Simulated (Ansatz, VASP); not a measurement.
# SrTiO3: VASP beside Ansatz

```
CELL_PARAMETERS angstrom
3.93640 0.00000 0.00000
0.00000 3.93640 0.00000
0.00000 0.00000 3.93640
ATOMIC_POSITIONS crystal
Sr 0.00000 0.00000 0.00000
Ti 0.56097 0.50000 0.50000
O 0.00000 0.50000 0.50000
O 0.50000 0.00000 0.50000
O 0.50000 0.50000 0.00000
```

Alike in both runs: task single point; functional PBE; k mesh 8 × 8 × 8; occupations gaussian, width 0.05 eV; no spin polarisation.

|  | VASP | Ansatz |
| --- | --- | --- |
| version | VASP 6.6.1 | Ansatz 0.2.0 |
| potentials or method | VASP PAW PBE potentials, release 64 (Sr_sv, Ti_sv, O) | scalar-relativistic, plane waves, PAW |
| plane-wave cutoff (eV) | 520 | 420 |
| valence electrons in the cell | 40 | 40 |

|  | VASP | Ansatz | Ansatz less VASP |
| --- | --- | --- | --- |
| gap on the k mesh at the Fermi level (eV) | 1.87 | 1.90 | +0.033 |
| least direct gap on the mesh (eV) | 2.54 | 2.57 | +0.026 |
| pressure (GPa) | 4.6 | 3.9 | -0.64 |
| largest component of the traceless stress (GPa) | 6.43 | 6.24 | -0.188 |
| rms of the force components (eV/Å) | 0.830 | 0.787 | -0.0425 |

Atom by atom the forces differ by 0.046 eV/Å (rms over components).

Caveats: forces of over 1 eV/Å show positions far from the minimum, so gaps and moduli don't describe the material at rest. A k mesh can miss the band edges.
